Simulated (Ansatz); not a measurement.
Relaxed bulk HgSe, space group F-43m (No. 216):

```
Hg Se
1.0
     0.00000    3.13012    3.13012
     3.13012    0.00000    3.13012
     3.13012    3.13012    0.00000
Hg Se
1 1
Cartesian
  0.0000 0.0000 0.0000
  4.6952 4.6952 4.6952
```

Miller indices refer to the conventional cell of F-43m (No. 216), a = 6.260 Å, b = 6.260 Å, c = 6.260 Å, α = 90.00°, β = 90.00°, γ = 90.00°.

The (111) slab of 6 planes, 8.1 Å thick with 15 Å of vacuum as cut; outer planes Hg (top) and Se (bottom).

Theory: DFT PBE, scalar-relativistic, plane waves, PAW (Ansatz 0.2.0). Plane waves to 420 eV, a k mesh through Γ of 9×9×1 on the computed 6-atom cell and Gaussian smearing (0.10 eV); no spin polarisation. The cell repeats along c with a dipole correction in the vacuum.

The work function is left out: read from the slab's Fermi level and from the bulk's it differs by over 0.3 eV, so the slab is too thin for it. The slab's inner planes relax by over 3 % too, so it holds no bulk-like region.

With the atoms at the bulk's places:

For the slab as cut, the surface energy (mean of both faces) is 0.50 J/m². The dipole of the slab along +c, per cell is 0.25 e·Å.

Q: What changes when all atoms relax?

A: The energy falls by 0.159 J/m² a face, and the largest move is 0.30 Å.

| Quantity | Value |
| --- | --- |
| Surface energy (mean of both faces) | 0.34 J/m² |
| Dipole of the slab along +c, per cell | 0.20 e·Å |

```tsv
plane (bottom to top)	atoms	spacing to next, bulk (Å)	relaxed (Å)	change (%)
1	Se	0.904	0.661	-26.8
2	Hg	2.711	3.047	+12.4
3	Se	0.904	0.661	-26.9
4	Hg	2.711	3.109	+14.7
5	Se	0.904	0.375	-58.5
6	Hg
```

With no bulk-like middle, the error of these values can't be bounded.

Spin-orbit coupling is left out, which matters for the bands of heavy elements.

Worked out: the slab's 6 atoms lie 0.714 eV above the same atoms in the bulk. Shared over two faces of 16.97 Å² this is 21.0 meV/Å², and 1 eV/Å² is 16.02 J/m², which gives 0.34 J/m². The cut crosses 1 bond a cell (neighbours within 10 % of the shortest distances), so each costs 0.71 eV on this count. The top two spacings change in opposite senses (-58.5 and +14.7 %). The faces differ by 2.13 eV because the slab carries a dipole: a dipole layer of p per area A shifts the vacuum level by e·p/(ε0·A) = 180.95 V·Å × 0.1997 e·Å / 16.97 Å² = 2.13 eV.
